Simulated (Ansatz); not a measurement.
# Pd: distorted cells

All numbers below come from DFT PBEsol, scalar-relativistic, plane waves, PAW in Ansatz 0.2.0.

Plane waves to 420 eV, a k mesh through Γ of 18×18×18 on the computed 1-atom cell and Gaussian smearing (0.10 eV); no spin polarisation.

Reference cell:

```yaml
crystal:
  lattice:
    - [-1.57228, 1.57228, 1.57228]
    - [1.57228, -1.57228, 1.57228]
    - [1.57228, 1.57228, -1.57228]
  atoms:
    - { symbol: Pd, position: [0.00000, 0.00000, 0.00000] }
```

Each variant moves atoms of this cell by the vectors given, if any (Å), and then applies a symmetric strain (tensor components, Cartesian axes). The reference cell isn't relaxed at this level. Energies are per atom at zero smearing, counted from the lowest variant. Pressure is positive in compression.

1. strain (xx yy zz yz xz xy, %) 4.88 4.88 4.88 0.00 0.00 0.00
2. strain (xx yy zz yz xz xy, %) -3.16 -3.16 -3.16 0.00 0.00 0.00
3. strain (xx yy zz yz xz xy, %) 4.58 4.58 4.58 -4.00 4.00 4.00

```json
{"result": "A", "ΔE (meV/atom)": "283.2", "P (GPa)": "-23.09"}
{"result": "B", "ΔE (meV/atom)": "313.0", "P (GPa)": "-19.95"}
{"result": "C", "ΔE (meV/atom)": "0.0", "P (GPa)": "8.36"}
```

(1) Which variant gave which result?

## Answers

(1) A is 1, B is 3, C is 2. The pressure falls as the cell grows: from the smallest volume to the largest the variants are 2, 3, 1.

This bcc form isn't the element's structure at ambient conditions.